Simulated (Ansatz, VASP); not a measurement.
Two plane-wave programs on Al

```
Al
1.0
    -1.50428    1.73074    1.61751
     1.50428   -1.73074    1.61751
     1.50428    1.73074   -1.61751
Al
1
Direct
  0.00000 0.00000 0.00000
```

Change from the starting cell: engineering shear strain xy +0.0000, strain +e along x and -e along y -0.0700.

Alike in both runs: task single point; functional PBE; k mesh 20 × 20 × 20; occupations gaussian, width 0.15 eV; no spin polarisation.

```csv
,VASP,Ansatz
version,VASP 6.6.1,Ansatz 0.2.0
potentials or method,"VASP PAW PBE potentials, release 64 (Al)","scalar-relativistic, plane waves, PAW"
plane-wave cutoff (eV),520,420
valence electrons in the cell,3,3
```

|  | VASP | Ansatz | Ansatz less VASP |
| --- | --- | --- | --- |
| gap on the k mesh at the Fermi level (eV) | none | none | - |
| pressure (GPa) | 0.2 | 0.2 | +0.02 |
| largest component of the traceless stress (GPa) | 2.95 | 2.93 | -0.013 |

A gap of «none» marks a metal or a gap that the smearing closes.
